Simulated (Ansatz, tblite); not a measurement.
GaSe: GFN1-xTB, run from Python

These are simulated results from tblite 0.8.0, not measurements. The cell began as a measured structure and was relaxed with r2SCAN+rVV10 in plane waves (Ansatz 0.2.0). All runs are without spin polarisation.

It is hexagonal, P6_3/mmc (No. 194); conventional cell a = 3.754 Å, c = 16.114 Å, 24.58 Å³ an atom. Around Ga lie 1 Ga at 2.43 Å and 3 Se at 2.46 Å; around Se lie 3 Ga at 2.46 Å.

tblite solves periodic systems at the zone centre alone, so the script builds a cluster of 3×3×1 conventional cells (72 atoms), which folds in a coarse mesh of k points.

run.py reads:

```python
import json
from ase import Atoms
from ase.build import make_supercell
from ase.units import Bohr, GPa, Hartree
from tblite.interface import Calculator

atoms = Atoms(['Ga', 'Ga', 'Ga', 'Ga', 'Se', 'Se', 'Se', 'Se'],
              cell=[[3.753861, 0.0, 0.0], [-1.876931, 3.250939, 0.0], [0.0, 0.0, 16.114108]],
              scaled_positions=[[0.333333, 0.666667, 0.174543], [0.666667, 0.333333, 0.674543], [0.333333, 0.666667, 0.325457], [0.666667, 0.333333, 0.825457], [0.333333, 0.666667, 0.602678], [0.666667, 0.333333, 0.102678], [0.333333, 0.666667, 0.897322], [0.666667, 0.333333, 0.397322]],
              pbc=True)
cluster = make_supercell(atoms, [[3, 0, 0], [0, 3, 0], [0, 0, 1]])
calc = Calculator('GFN1-xTB', cluster.numbers, cluster.positions / Bohr, lattice=cluster.cell[:] / Bohr, periodic=cluster.pbc)
calc.set('temperature', 0.02 / Hartree)
calc.set('max-iter', 150)
res = calc.singlepoint()
levels = res.get('orbital-energies') * Hartree
nv = round(res.get('orbital-occupations').sum() / 2)
cells = len(cluster) // len(atoms)
out = {'energy_per_cell': res.get('energy') * Hartree / cells, 'homo': levels[nv - 1], 'lumo': levels[nv],
       'stress': (-res.get('virial') * Hartree / cluster.get_volume() / GPa).tolist(), 'charges': res.get('charges')[:len(atoms)].tolist(), 'electrons': 2 * nv / cells}
json.dump(out, open('results.json', 'w'))
for key, value in out.items():
    print(key, value)
```

Command: `python run.py`. It took 4.8 s on 1 thread of Arm Neoverse V2, on a shared host, peak memory 0.15 GiB.

What it printed:

```
------------------------------------------------------------
  cycle        total energy    energy error   density error
------------------------------------------------------------
      1     -171.4064753048  -1.7129115E+02   3.3458630E-01
      2     -171.1340646839   2.7241062E-01   2.0130374E-01
      3     -170.2050981638   9.2896652E-01   2.1242549E-01
      4     -171.7326650310  -1.5275669E+00   1.2771072E-02
      5     -171.7344502877  -1.7852567E-03   6.1524774E-03
      6     -171.7359992888  -1.5490011E-03   5.0252082E-04
      7     -171.7360380410  -3.8752209E-05   6.0315946E-05
      8     -171.7360383867  -3.4561094E-07   2.4736307E-05
      9     -171.7360383872  -5.7750071E-10   1.5336551E-05
------------------------------------------------------------

 total:                                   4.270 sec
energy_per_cell -519.2417372056195
homo -7.783888733570159
lumo -7.307229877616641
stress [[7.21011320778846, 5.7773133582380804e-05, -3.755404684393195e-07], [5.777313358242416e-05, 7.210171552397201, 2.1681820778219531e-07], [-3.7554046854236503e-07, 2.168182077382682e-07, 3.786600761496889]]
charges [0.10971818406528325, 0.10972100731429449, 0.1097210073041329, 0.1097181840755965, -0.1096906504232135, -0.10969035025711592, -0.10969035026411063, -0.10969065041629662]
electrons 36.0
```

The cycle table is in hartree for the whole cluster, and the lines after it are in eV (the energy for one cell). The printed stress is in GPa and positive in compression, and the pressure is its mean diagonal.

GFN1-xTB gives a gap of 0.48 eV. On the same cell, plane-wave PBE (Ansatz, 12×12×2 k points and the special points) gives a gap of 0.99 eV and r2SCAN a gap of 1.50 eV; on shared hosts these took about 24 and 49 core-seconds on the 8-atom cell, against 4.8 for the script. Semilocal gaps usually lie below measured ones. xTB was fitted to molecules, so gaps, charges and pressures of solids can be far off, and the gap also depends on the size of the cluster.

The same script was run on cells scaled at fixed shape and fractional coordinates:

```
volume (Å³/atom)  energy (meV/atom)  pressure (GPa, positive in compression)  gap (eV)
           21.63              225.1                                    20.06      0.79
           23.11               80.8                                    11.82      0.60
           24.58                0.0                                     6.07      0.48
           26.06              -36.0                                     1.98      0.39
           27.53              -39.9                                    -0.97      0.32
```

A Birch-Murnaghan fit puts the minimum at 27.00 Å³/atom, 9.8 % above the given cell, with a bulk modulus of 50.7 GPa at fixed shape.

xTB was fitted mostly to molecules, and a small cluster samples few k points, so gaps, pressures and kinks along a curve can be far from a solid's.

The runs are scalar-relativistic, without spin-orbit coupling.
